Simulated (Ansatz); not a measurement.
# Kick test of a cell of WC

It was reached by relaxing an invented guess, and it needn't be the stable form of this composition.

Computed with Ansatz 0.2.0, DFT PBE, scalar-relativistic, plane waves, PAW. Settings: cutoff 420 eV, Γ-centred mesh 20×20×20 on the computed 2-atom cell, Gaussian smearing of 0.10 eV; no spin polarisation.

The cell below (2 atoms, space group F-43m (No. 216)) is relaxed within its symmetry.

```yaml
crystal:
  lattice:
    - [0.00000, 2.34918, 2.34918]
    - [2.34918, 0.00000, 2.34918]
    - [2.34918, 2.34918, 0.00000]
  atoms:
    - { symbol: W, position: [0.00000, 0.00000, 0.00000] }
    - { symbol: C, position: [0.25000, 0.25000, 0.25000] }
```

For the test a repeat of it with 4 atoms (edges 3.32, 3.32, 5.75 Å) was strained at random (σ = 1.5 % a component), the atoms were moved at random (σ = 0.10 Å), and all was relaxed again on a coarse 8×8×8 mesh (in the run’s order of axes) with 0.20 eV smearing, with no symmetry imposed.

These runs have no spin–orbit coupling, which can matter for W.

Question: Does it come back?

Answer: It returns, within 1 meV/atom of the unmoved cell on that mesh and with the same symmetry when read at 0.1 Å (R3m at 0.01 Å, so small strains and shifts remain). So it is stable against the distortions that fit this cell and that this random move excites. Modes that don't fit the cell aren't tested.
